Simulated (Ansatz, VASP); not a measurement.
Rh in VASP and in Ansatz

INCAR

```
  ALGO = Normal
  EDIFF = 1E-7
  EDIFFG = -0.005
  ENCUT = 600
  GGA = PE
  IBRION = 2
  ISIF = 3
  ISMEAR = 0
  LASPH = T
  LCHARG = F
  LREAL = F
  LWAVE = F
  NELM = 80
  NSW = 100
  PREC = Accurate
  SIGMA = 0.1
```

The input KPOINTS:

```
k-points
0
Gamma
  18 18 18
```

The input POSCAR:

```
Rh
1.0
    0.0000000000      1.9173976653      1.9173976653
    1.9173976653      0.0000000000      1.9173976653
    1.9173976653      1.9173976653      0.0000000000
Rh
1
Direct
    0.0000000000      0.0000000000      0.0000000000
```

Input for Ansatz:

```yaml
crystal:
  lattice:
    - [0.0, 1.9173976656, 1.9173976656]
    - [1.9173976656, 0.0, 1.9173976656]
    - [1.9173976656, 1.9173976656, 0.0]
  atoms:
    - { symbol: Rh, position: [0.0, 0.0, 0.0] }
basis:
  ecutwfc: 420
kpoints:
  mp_grid: { grid: [18, 18, 18] }
hamiltonian:
  xc: pbe
scf:
  occupations: { method: gaussian, width: 0.1 }
output:
  forces: true
  stress: true
  eigenvalues: true
relax:
  adjacent_minimum: "off"
  f_tol: 0.005
  max_steps: 80
  cell: { stress_tol: 0.05 }
```

Alike in both runs: task relaxation of cell and atoms; functional PBE; k mesh 18 × 18 × 18; occupations gaussian, width 0.1 eV; no spin polarisation.

|  | VASP | Ansatz |
| --- | --- | --- |
| version | VASP 6.6.1 | Ansatz 0.2.0 |
| potentials or method | VASP PAW PBE potentials, release 64 (Rh_pv) | scalar-relativistic, plane waves, PAW |
| plane-wave cutoff (eV) | 600 | 420 |
| valence electrons in the cell | 15 | 17 |

Ansatz gave:

```
gap on the k mesh at the Fermi level, each at its own relaxed structure (eV) : none
relaxed volume (Å³/atom)                                                     : 14.05
relaxed cell length with the largest relative difference (Å)                 : 2.708
```

Task: What did VASP give for the same quantities?

Result: gap on the k mesh at the Fermi level, each at its own relaxed structure (eV): none; relaxed volume (Å³/atom): 14.04; relaxed cell length with the largest relative difference (Å): 2.708.

A gap of «none» marks a metal or a gap that the smearing closes. The two sets of potentials don't hold the same shells in valence.
